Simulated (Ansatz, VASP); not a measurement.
## Two plane-wave programs on Si

Contents of INCAR:

```
SYSTEM = Si
PREC = Accurate
ENCUT = 520
EDIFF = 1E-6
ISMEAR = -1
SIGMA = 0.1
LREAL = .FALSE.
LASPH = .TRUE.
NELM = 60
ALGO = Normal
ISIF = 2
LWAVE = .FALSE.
LCHARG = .TRUE.
GGA = RE
LELF = .TRUE.
LVHAR = .TRUE.
NBANDS = 8
```

KPOINTS

```
Automatic mesh
0
G
  14 14 14
  0 0 0
```

File POSCAR:

```
Si
1.0
    2.5044828519      0.0000000000      0.0000000000
    0.0000000000      2.5044828519      0.0000000000
    0.0000000000      0.0000000000      2.5044828519
Si
1
Direct
    0.0000000000      0.0000000000      0.0000000000
```

Input for Ansatz:

```yaml
crystal:
  lattice:
    - [2.5044828519, 0.0, 0.0]
    - [0.0, 2.5044828519, 0.0]
    - [0.0, 0.0, 2.5044828519]
  atoms:
    - { symbol: Si, position: [0.0, 0.0, 0.0] }
hamiltonian:
  xc: revpbe
  pseudopotentials:
    kind: paw
    azcp:
      Si: "pseudopotentials/Si.paw.azcp"
basis:
  ecutwfc: 420
  fft_grid_basis: typed
kpoints:
  mp_grid: { grid: [14, 14, 14], shift: [0, 0, 0] }
magnetization:
  spin_polarized: false
scf:
  occupations: { method: fermi_dirac, width: 0.1 }
  lower_state_search: "off"
output:
  stress: true
```

Alike in both runs: task single point; functional revPBE; k mesh 14 × 14 × 14; occupations fermi-dirac, width 0.1 eV; no spin polarisation.

|  | VASP | Ansatz |
| --- | --- | --- |
| version | VASP 6.6.1 | Ansatz 0.2.0 |
| potentials or method | VASP PAW PBE potentials, release 64 (Si) | plane waves (420 eV) with PAW, scalar-relativistic |
| plane-wave cutoff (eV) | 520 | 420 |
| valence electrons in the cell | 4 | 4 |

|  | VASP | Ansatz | Ansatz less VASP |
| --- | --- | --- | --- |
| pressure (GPa) | 4.6 | 4.9 | +0.29 |

Caveats: the PAW data sets were made with another functional, which shifts forces and pressure a little (VASP).
